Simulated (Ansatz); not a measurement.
CuI (Marshite):

```
I Cu
1.0
     0.00000    3.03150    3.03150
     3.03150    0.00000    3.03150
     3.03150    3.03150    0.00000
I Cu
1 1
Cartesian
  0.0000 0.0000 0.0000
  4.5473 4.5473 4.5473
```

Base run:

* Program: Ansatz 0.2.0
* Functional: PBEsol
* Potentials or basis: Ansatz PAW
* Cutoff: 420 eV
* Density cutoff: 1680 eV
* k mesh: 8 × 8 × 8
* Occupations: fermi-dirac, width 0.05 eV
* Spin: no spin polarisation
* Hubbard terms: Cu d U = 4 eV

Its results: band gap on the k mesh 1.72 eV, direct; pressure -1.9 GPa.

The run is repeated on the same cell with these changes: hubbard terms from Cu d U = 4 eV to Cu d U = 2 eV. What comes out?

Band gap on the k mesh 1.40 eV, direct; pressure -2.2 GPa.

Caveats: spin-orbit coupling is left out, which moves the levels of the heavy elements; the PAW data sets come from PBE, with cores solved anew for the run's functional, which leaves a small shift of forces and pressure.

Not every run made on this cell is shown here.
